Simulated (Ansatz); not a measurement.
# TiO₂: stiffness from a series of strains

```yaml
crystal:
  lattice:
    - [-1.89250, 1.89250, 4.75700]
    - [1.89250, -1.89250, 4.75700]
    - [1.89250, 1.89250, -4.75700]
  atoms:
    - { symbol: Ti, position: [0.00000, 0.00000, 0.00000] }
    - { symbol: Ti, position: [0.75000, 0.25000, 0.50000] }
    - { symbol: O, position: [0.20660, 0.20660, 0.00000] }
    - { symbol: O, position: [0.95660, 0.45660, 0.50000] }
    - { symbol: O, position: [0.54340, 0.04340, 0.50000] }
    - { symbol: O, position: [0.79340, 0.79340, 0.00000] }
```

Atom numbers follow the list: Ti1, Ti2, O3, O4, O5, O6.

The cell comes from COD entry 9009086, which wasn't checked; take it as a given geometry.

Method: Ansatz 0.2.0, DFT, PBE, all-electron LAPW, scalar-relativistic.

The runs use a Γ-centred 13×13×13 k mesh, Fermi–Dirac smearing of 0.08 eV, basis error target 1 meV/atom, no spin polarisation.

The strain is applied along the Cartesian axes of the cell as listed (the other components stay zero). Fractional coordinates are held (clamped ions).

σ is the change of stress from the unstrained cell, which is at 5.95 GPa; tension is positive, so slopes are stress–strain coefficients at that pressure.

Only quantities that a quadratic follows smoothly over the whole series are listed; rougher ones are left out.

```tsv
εzz	σzz (GPa)	σxx (GPa)
-0.0300	-15.71	-4.79
-0.0200	-9.90	-3.13
-0.0100	-4.68	-1.53
0.0000	0.00	0.00
0.0200	7.95	2.89
0.0300	11.31	4.24
```

Problem. Fit the series and read off the stiffness at zero strain.

Solution. Least-squares fits y = p0 + p1 x + p2 x² to the rows give σzz (GPa): p1 = 449, p2 = -2500; σxx (GPa): p1 = 150, p2 = -310. So C33 = 449 GPa and C13 = 150 GPa, for these axes.

Problem. One run, at εzz = 0.0100, is withheld. Predict its row.

Solution. The fits give 4.26, 1.48; the run gave 4.20, 1.47.
